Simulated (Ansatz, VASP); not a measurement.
# Al: VASP beside Ansatz

```xyz
1
Lattice="-1.5974 1.5974 1.5974 1.5974 -1.5974 1.5974 1.5974 1.5974 -1.5974" Properties=species:S:1:pos:R:3 pbc="T T T"
Al    0.0000    0.0000    0.0000
```

This isn't the form of Al at room conditions, which is fcc.

Alike in both runs: functional LDA; k mesh 10 × 10 × 10; no spin polarisation.

Ansatz relaxed the structure, and its values are those at the end. VASP's run is a single point on that final structure, the one shown.

|  | VASP | Ansatz |
| --- | --- | --- |
| version | VASP 6.6.1 | Ansatz 0.2.0 |
| potentials or method | VASP PAW LDA potentials, release 64 (Al) | plane waves, PAW |
| plane-wave cutoff (eV) | 520 | 420 |
| occupations | methfessel-paxton of order 1, width 0.15 eV | cold, width 0.15 eV |
| valence electrons in the cell | 3 | 3 |

```tsv
	VASP	Ansatz	Ansatz less VASP
pressure (GPa)	0.1	0.0	-0.08
```
